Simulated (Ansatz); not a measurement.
# Boron, simple cubic under revPBE: from relaxation to bulk modulus, part 2 of 2

What does revPBE give for boron in the simple cubic structure? We relax it, solve it on a dense k-mesh, then scale the cell to 7 volumes from 88 to 112 % of the relaxed one and try a fit of the equation of state. Spin polarisation is left out. The k-meshes are 16×16×16 for the relaxation; 27×27×27 for the dense run; 18×18×18 for the volumes.

Ansatz 0.2.0; DFT, revPBE, plane waves (420 eV) with PAW, scalar-relativistic. Earlier steps stand in the parts before.

## (7) At 100 % of the relaxed volume

The input, input.yaml:

```yaml
crystal:
  lattice:
    - [1.891884293, 0.0, 0.0]
    - [0.0, 1.891884293, 0.0]
    - [0.0, 0.0, 1.891884293]
  atoms:
    - { symbol: B, position: [0.0, 0.0, 0.0] }
hamiltonian:
  xc: revpbe
  pseudopotentials:
    kind: paw
    azcp:
      B: "pseudopotentials/B.paw.azcp"
basis:
  ecutwfc: 420
  fft_grid_basis: typed
kpoints:
  mp_grid: { grid: [18, 18, 18], shift: [0, 0, 0] }
magnetization:
  spin_polarized: false
scf:
  occupations: { method: fermi_dirac, width: 0.1 }
  lower_state_search: "off"
output:
  stress: true
```

What it wrote, cut to the lines that bear on the results:

```text
Warning: RAYON_NUM_THREADS=2 ignored (pool sized by the plan → 2); use --threads N
[...]
Pseudopotentials: kind: paw
Pseudopotential: B, paw, valence charge 3, recommended cutoff 420 eV (normal), <dir>
Functional definition: revPBE
[...]
Crystal: 1 atoms, lattice volume = 6.771 Å³
Basis set: ecut = 420 eV, 123 PW (Γ)
Bands: 6, of which v1, the nominal top of the filled ones, is band 2 counted from 1 (1 counted from 0)
Symmetry: 48 space group operations
Space group: Pm-3m (ITA 221), of the structure as read, at distance tolerance 1.9e-5 Å
k-points: 220 of 5832
[...]
SCF iter   1: F=—  HF=-155.629486 eV  |F-HF|=—  |Δ(HF+E_count)|=         —  Δρ=3.73e-3  dr2=3.87e-4  ethr=1.77e-3  ⟨swp⟩=4.3  Hψ=9858  notcnv=0
[...]
SCF iter   6: F=-155.629516 eV  HF=-155.629516 eV  |F-HF|=1.99e-12  |Δ(HF+E_count)|=  9.61e-11  Δρ=3.01e-7  dr2=4.82e-12  ethr=1.54e-11  ⟨swp⟩=1.0  Hψ=3561  notcnv=0
[...]
SCF converged after 6 iterations
Free energy (F): -155.629516 eV
[...]
E sigma→0 (E₀):  -155.624146 eV
Entropy (-TS):   -0.010739 eV (-10.739 meV/atom)
Fermi energy:    10.427792 eV
[...]
--- Stress (GPa, compression-positive) ---
        0.649104      -0.000000       0.000000
       -0.000000       0.649104       0.000000
        0.000000       0.000000       0.649104
  P = ⅓ Tr σ = 0.6491 GPa (6.491 kbar)
```

Run time: 0.44 s. Hardware: 2 threads of Arm Neoverse V2, shared host; peak memory 0.24 GiB.

## (8) At 104 % of the relaxed volume

Changes to input.yaml since step 7:

```diff
@@ -2,5 +2,5 @@
   lattice:
-    - [1.891884293, 0.0, 0.0]
-    - [0.0, 1.891884293, 0.0]
-    - [0.0, 0.0, 1.891884293]
+    - [1.9167803624, 0.0, 0.0]
+    - [0.0, 1.9167803624, 0.0]
+    - [0.0, 0.0, 1.9167803624]
   atoms:
@@ -25 +25,5 @@
   stress: true
+  write_density: true
+  write_potential: true
+  elf: true
+  volumetric_format: npy
```

What it wrote, cut to the lines that bear on the results:

```text
Warning: RAYON_NUM_THREADS=2 ignored (pool sized by the plan → 2); use --threads N
[...]
Pseudopotentials: kind: paw
Pseudopotential: B, paw, valence charge 3, recommended cutoff 420 eV (normal), <dir>
Functional definition: revPBE
[...]
Crystal: 1 atoms, lattice volume = 7.042 Å³
Basis set: ecut = 420 eV, 147 PW (Γ)
Bands: 6, of which v1, the nominal top of the filled ones, is band 2 counted from 1 (1 counted from 0)
Symmetry: 48 space group operations
Space group: Pm-3m (ITA 221), of the structure as read, at distance tolerance 1.9e-5 Å
k-points: 220 of 5832
[...]
SCF iter   1: F=—  HF=-155.623266 eV  |F-HF|=—  |Δ(HF+E_count)|=         —  Δρ=3.63e-3  dr2=3.97e-4  ethr=1.77e-3  ⟨swp⟩=4.4  Hψ=9890  notcnv=0
[...]
SCF iter   6: F=-155.623270 eV  HF=-155.623270 eV  |F-HF|=1.51e-12  |Δ(HF+E_count)|=  1.05e-10  Δρ=2.61e-7  dr2=3.86e-12  ethr=1.04e-11  ⟨swp⟩=3.6  Hψ=4846  notcnv=0
[...]
SCF converged after 6 iterations
Free energy (F): -155.623270 eV
[...]
E sigma→0 (E₀):  -155.617785 eV
Entropy (-TS):   -0.010969 eV (-10.969 meV/atom)
Fermi energy:    9.911479 eV
[...]
--- Stress (GPa, compression-positive) ---
       -7.765212      -0.000000       0.000000
        0.000000      -7.765212       0.000000
        0.000000       0.000000      -7.765212
  P = ⅓ Tr σ = -7.7652 GPa (-77.652 kbar)
--- Band table (eV; the first three rows and the last of 220) ---
  k-point 0: bands = ["-5.4918", "23.0153", "23.0153", "23.0153", "33.2107", "33.2107"]
[...]
```

Run time: 0.61 s. Hardware: 2 threads of Arm Neoverse V2, shared host; peak memory 0.25 GiB.

Density in a lattice plane of the grid's cell (edges 1.92 and 1.92 Å, at 0.000 of the third edge), which holds B.

Ten even steps from ' ' (0.23 e/Å³) to '@' (0.68 e/Å³):
```
..::==++##@@@@@@@@%%##########%%@@@@@@@@##++==::
--==++**%%@@@@@@%%%%####**####%%%%@@@@@@%%**++==
****####%%@@%%%%####**********####%%%%@@%%####**
%%@@@@@@@@@@%%####**++++++++++**####%%@@@@@@@@@@
@@@@@@@@%%%%##**++++==========++++**##%%%%@@@@@@
@@@@@@%%%%##**++====----------====++**##%%%%@@@@
@@%%%%%%##**++====--::::::::::--====++**##%%%%%%
%%%%####**++==----::::......::::----==++**####%%
%%####****++==--::::..........::::--==++****####
######**++====--::::..........::::--====++**####
%%####****++==--::::..........::::--==++****####
%%%%####**++==----::::......::::----==++**####%%
@@%%%%%%##**++====--::::::::::--====++**##%%%%%%
@@@@@@%%%%##**++====----------====++**##%%%%@@@@
@@@@@@@@%%%%##**++++==========++++**##%%%%@@@@@@
%%@@@@@@@@@@%%####**++++++++++**####%%@@@@@@@@@@
****####%%@@%%%%####**********####%%%%@@%%####**
--==++**%%@@@@@@%%%%####**####%%%%@@@@@@%%**++==
..::==++##@@@@@@@@%%##########%%@@@@@@@@##++==::
  ..::==##%%@@@@@@%%%%%%##%%%%%%@@@@@@%%##==::..
```
Columns run along the first of these edges and rows up along the second, over one cell in 24 and 20 even steps from the bottom left corner. Atoms in the plane (fractional): B at (0.00, 0.00).

ELF in the same plane.

Ten even steps from '0' (0.01) to '9' (0.82):
```
000023578999999987532000
000123578899999887532100
111234678888988887643211
223445677888888877654432
555566777777777777766555
777777777666666677777777
888887776655555667778888
999988766554445566788999
999988766544444566788999
999988765544344556788999
999988766544444566788999
999988766554445566788999
888887776655555667778888
777777777666666677777777
555566777777777777766555
223445677888888877654432
111234678888988887643211
000123578899999887532100
000023578999999987532000
000013578999999987531000
```
Columns run along the first of these edges and rows up along the second, over one cell in 24 and 20 even steps from the bottom left corner. Atoms in the plane (fractional): B at (0.00, 0.00).

Both are smooth fields of the valence electrons: close to the nuclei they are not physical.

Outside the cores ELF peaks at 0.82 on the B–B line, 1.0 Å from B.

## (9) At 108 % of the relaxed volume

Changes to input.yaml since step 8:

```diff
@@ -2,5 +2,5 @@
   lattice:
-    - [1.9167803624, 0.0, 0.0]
-    - [0.0, 1.9167803624, 0.0]
-    - [0.0, 0.0, 1.9167803624]
+    - [1.941045981, 0.0, 0.0]
+    - [0.0, 1.941045981, 0.0]
+    - [0.0, 0.0, 1.941045981]
   atoms:
```

What it wrote, cut to the lines that bear on the results:

```text
Warning: RAYON_NUM_THREADS=2 ignored (pool sized by the plan → 2); use --threads N
[...]
Pseudopotentials: kind: paw
Pseudopotential: B, paw, valence charge 3, recommended cutoff 420 eV (normal), <dir>
Functional definition: revPBE
[...]
Crystal: 1 atoms, lattice volume = 7.313 Å³
Basis set: ecut = 420 eV, 147 PW (Γ)
Bands: 6, of which v1, the nominal top of the filled ones, is band 2 counted from 1 (1 counted from 0)
Symmetry: 48 space group operations
Space group: Pm-3m (ITA 221), of the structure as read, at distance tolerance 1.9e-5 Å
k-points: 220 of 5832
[...]
SCF iter   1: F=—  HF=-155.604097 eV  |F-HF|=—  |Δ(HF+E_count)|=         —  Δρ=3.51e-3  dr2=4.07e-4  ethr=1.77e-3  ⟨swp⟩=4.5  Hψ=9932  notcnv=0
[...]
SCF iter   6: F=-155.604062 eV  HF=-155.604062 eV  |F-HF|=5.68e-14  |Δ(HF+E_count)|=  2.84e-11  Δρ=4.94e-8  dr2=1.34e-13  ethr=1.69e-12  ⟨swp⟩=3.2  Hψ=4749  notcnv=0
[...]
SCF converged after 6 iterations
Free energy (F): -155.604062 eV
[...]
E sigma→0 (E₀):  -155.598467 eV
Entropy (-TS):   -0.011189 eV (-11.189 meV/atom)
Fermi energy:    9.428667 eV
[...]
--- Stress (GPa, compression-positive) ---
      -14.743509       0.000000       0.000000
        0.000000     -14.743509       0.000000
        0.000000       0.000000     -14.743509
  P = ⅓ Tr σ = -14.7435 GPa (-147.435 kbar)
--- Band table (eV; the first three rows and the last of 220) ---
  k-point 0: bands = ["-5.6241", "22.1342", "22.1342", "22.1342", "32.2791", "32.2791"]
[...]
```

Wall time 1.1 s (2 threads of Arm Neoverse V2, shared host); peak memory 0.25 GiB.

## (10) At 112 % of the relaxed volume

Changes to input.yaml since step 9:

```diff
@@ -2,5 +2,5 @@
   lattice:
-    - [1.941045981, 0.0, 0.0]
-    - [0.0, 1.941045981, 0.0]
-    - [0.0, 0.0, 1.941045981]
+    - [1.9647196066, 0.0, 0.0]
+    - [0.0, 1.9647196066, 0.0]
+    - [0.0, 0.0, 1.9647196066]
   atoms:
@@ -25,5 +25 @@
   stress: true
-  write_density: true
-  write_potential: true
-  elf: true
-  volumetric_format: npy
```

What it wrote, cut to the lines that bear on the results:

```text
Warning: RAYON_NUM_THREADS=2 ignored (pool sized by the plan → 2); use --threads N
[...]
Pseudopotentials: kind: paw
Pseudopotential: B, paw, valence charge 3, recommended cutoff 420 eV (normal), <dir>
Functional definition: revPBE
[...]
Crystal: 1 atoms, lattice volume = 7.584 Å³
Basis set: ecut = 420 eV, 147 PW (Γ)
Bands: 6, of which v1, the nominal top of the filled ones, is band 2 counted from 1 (1 counted from 0)
Symmetry: 48 space group operations
Space group: Pm-3m (ITA 221), of the structure as read, at distance tolerance 2.0e-5 Å
k-points: 220 of 5832
[...]
SCF iter   1: F=—  HF=-155.574142 eV  |F-HF|=—  |Δ(HF+E_count)|=         —  Δρ=3.38e-3  dr2=4.06e-4  ethr=1.77e-3  ⟨swp⟩=4.4  Hψ=9900  notcnv=0
[...]
SCF iter   6: F=-155.574092 eV  HF=-155.574092 eV  |F-HF|=3.41e-13  |Δ(HF+E_count)|=  6.28e-11  Δρ=1.49e-7  dr2=1.37e-12  ethr=6.03e-12  ⟨swp⟩=1.0  Hψ=3644  notcnv=0
[...]
SCF converged after 6 iterations
Free energy (F): -155.574092 eV
[...]
E sigma→0 (E₀):  -155.568396 eV
Entropy (-TS):   -0.011393 eV (-11.393 meV/atom)
Fermi energy:    8.976180 eV
[...]
--- Stress (GPa, compression-positive) ---
      -20.529791       0.000000       0.000000
        0.000000     -20.529791       0.000000
        0.000000       0.000000     -20.529791
  P = ⅓ Tr σ = -20.5298 GPa (-205.298 kbar)
```

It took 0.46 s on 2 threads of Arm Neoverse V2, shared host; peak memory 0.24 GiB.

## (11) The equation of state

The cell was scaled evenly, with its shape and the fractional positions fixed.

```tsv
V (Å³/atom)	E − E₀ (meV/atom)	P from the stress (GPa)	P from the fit (GPa)
5.959	88.2	37.72	37.71
6.230	37.4	23.00	22.92
6.501	9.3	10.79	10.71
6.771	0.0	0.65	0.58
7.042	6.4	-7.77	-7.82
7.313	25.7	-14.74	-14.81
7.584	55.8	-20.53	-20.62
```

A third-order Birch-Murnaghan fit gives V₀ = 6.789 Å³/atom, B₀ = 228 GPa and B₀′ = 3.7; it misses no point by more than 0.02 meV/atom.

The fit is made to E(σ → 0), while the stress belongs to the free energy F; that is one source of the offset between the two pressures.

## (12) What came out

The summary covers parts 1 to 2.

| quantity | value |
| --- | --- |
| space group (spins left aside) | Pm-3m (No. 221) |
| conventional cell | a = 1.892 Å |
| volume | 6.771 Å³/atom |
| shortest distance | 1.892 Å |
| gap on the mesh | none (levels filled in part) |
| relative to alpha-rhombohedral (B12) | +1084 meV/atom |
| V₀, B₀, B₀′ | 6.789 Å³/atom, 228 GPa, 3.7 |

In words: From the guessed start the volume shrank by 4.3 % in 7 steps. It lies 1084 meV/atom above the element's reference form at the same level (alpha-rhombohedral (B12), from a run of its own). Levels at the Fermi energy are filled in part, as in a metal. The fitted modulus is 228 GPa. The symmetry was held, so the structure may be unstable against distortions that break it.
